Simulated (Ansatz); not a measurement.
**wurtzite-structured MgTe**

The computed numbers are results of PBE, scalar-relativistic (no spin polarisation) in the plane-wave PAW code Ansatz at 420 eV, 8×8×6 k-mesh, Gaussian smearing of 0.05 eV. The datasets are Ansatz's generated set soft_2.

```
Mg Te
1.0
     4.60808    0.00000    0.00000
    -2.30404    3.99071    0.00000
     0.00000    0.00000    7.50098
Mg Te
2 2
Direct
  0.66667 0.33333 0.00080
  0.33333 0.66667 0.50080
  0.66667 0.33333 0.62440
  0.33333 0.66667 0.12440
```

The start was a prototype's sites filled with these elements; the Crystallography Open Database holds the compound in this structure.

The run above is the reference. The same cell was run again with other input settings; several of them aren't fit for production, so the rows show the settings' effect and aren't properties of the material.

```tsv
keys changed	outcome	ΔE (meV/atom)	P (GPa)	gap on the mesh (eV)	cell moment (μB)	largest force component (eV/Å)	SCF iterations	rough core-seconds	new warnings
none (reference)	converged	0.0	0.0	2.37	–	0.000	–	–	–
basis.ecutwfc: 420 → "350 eV"; crystal.symmetry: {"detect": false}; accuracy: "medium"	converged	1.8	0.0	2.37	–	0.000	7	50	cutoff below recommended
basis.ecutwfc: 420 → "500 eV"	converged	-0.4	0.0	2.37	–	0.000	6	15	–
scf.eigensolver.kind: "davidson"; basis.precision: "f64"	converged	0.0	0.0	2.37	–	0.000	6	20	–
scf.mixing.preconditioner: "ldos"	converged	0.0	0.0	2.37	–	0.000	6	13	–
```

These changes also left energy (to 0.1 meV/atom), pressure, gap, moment and forces as in the reference: scf.occupations.width: 0.05 → 0.005; scf.mixing.preconditioner: "none" | accuracy: "low"; scf.mixing.algorithm: "broyden"; scf.mixing.beta: 0.9; scf.mixing.ndim: 4.

ΔE is the energy with the smearing extrapolated to zero. It is left out where the change alters the Hamiltonian or the spin treatment. The varied runs start from atomic densities (corrected by the program's trained start where that serves), with the default search for lower states unless a row changes it.

(1) What happens with these changes: hamiltonian.pseudopotentials: {"kind": "nc"}?

(2) What happens with these changes: hamiltonian.xc: "pbe" → "rpbe"?

Answers:

(1) outcome converged, P (GPa) 0.0, gap on the mesh (eV) 1.41, largest force component (eV/Å) 0.014, SCF iterations 9, rough core-seconds 40, new warnings cutoff below recommended.

(2) outcome converged, P (GPa) 1.1, gap on the mesh (eV) 2.56, largest force component (eV/Å) 0.001, SCF iterations 7, rough core-seconds 14.

Changing scf.mixing.preconditioner only steers the path to self-consistency, so the energy stays within 0.5 meV/atom.

Other pseudopotential files need their own cutoff; where it is too low, pressure and moments show the cutoff and not the files.

1 further run (cut off, refused for memory, with changed atoms or starts, or in doubt) is left out.

Of the reference: Semilocal functionals underestimate band gaps, commonly by a third or more. Spin–orbit coupling, which matters for such heavy elements, is left out. The relaxed cell is 6 % larger in volume than the cell of this structure in the Crystallography Open Database (32.42 Å³/atom, 1963).
